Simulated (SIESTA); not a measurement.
Runs of SIESTA 5.4.2 on W. The structure is cubic, space group Im-3m (No. 229). The conventional cell has a = 3.165 Å, b = 3.165 Å, c = 3.165 Å, α = 90.00°, β = 90.00°, γ = 90.00°. Around W (site symmetry m-3m) lie 8 W at 2.74 Å. 

```tsv
potentials or basis	gap on the mesh (eV)	pressure (GPa)
PseudoDojo 0.4 standard (PBE files), DZDP (energy shift 0.003 Ry; two zetas on semicore shells)	none	10.4
PseudoDojo 0.4 standard (PBE files), DZ (energy shift 0.003 Ry; two zetas on semicore shells)	none	(b)
PseudoDojo 0.4 standard (PBE files), TZP (energy shift 0.003 Ry; two zetas on semicore shells)	none	9.2
PseudoDojo 0.4 standard (PBE files), TZDP (energy shift 0.003 Ry; two zetas on semicore shells)	none	9.4
PseudoDojo 0.4 standard (PBE files), SZP (energy shift 0.003 Ry)	none	13.5
PseudoDojo 0.4 standard (PBE files), SZ (energy shift 0.003 Ry)	none	-5.2
PseudoDojo 0.4 standard (PBE files), DZP (energy shift 0.003 Ry; two zetas on semicore shells)	none	(a)
```

Alike in all rows: task single point; level PBE; no spin polarisation; cell as given; k mesh 12 × 12 × 12; smearing fermi-dirac 0.05 eV; grid cutoff 800 Ry; energy shift 0.003 Ry.

Task: Estimate the missing entries.

Result: (a) 9.9; (b) 6.9.

Caveats: short orbitals over semicore shells can move pressures by several GPa; the basis of atomic orbitals isn't converged, which shifts pressures, moduli and gaps; the basis has no polarisation orbitals (some runs).

A k mesh can miss the band edges, and the runs leave out spin-orbit coupling on W.

A gap of «none» marks a metal or a gap under the smearing width.
